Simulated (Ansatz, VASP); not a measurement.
## One calculation of Rh, two programs

```
Rh
1.0
     0.00000    1.87762    1.87762
     1.87762    0.00000    1.87762
     1.87762    1.87762    0.00000
Rh
1
Direct
  0.00000 0.00000 0.00000
```

Alike in both runs: task single point; functional LDA; k mesh 14 × 14 × 14; occupations gaussian, width 0.6 eV; no spin polarisation.

|  | VASP | Ansatz |
| --- | --- | --- |
| version | VASP 6.6.1 | Ansatz 0.2.0 |
| potentials or method | VASP PAW LDA potentials, release 64 (Rh_pv) | plane waves (420 eV) with PAW, scalar-relativistic |
| plane-wave cutoff (eV) | 520 | 420 |
| valence electrons in the cell | 15 | 17 |

Ansatz gave:

| Property | Result |
| --- | --- |
| pressure (GPa) | 2.1 |

What did VASP give for the same quantities?

Pressure (GPa): 3.0.

The two sets of potentials don't hold the same shells in valence. Ansatz warned: «pseudo_functional_mismatch».
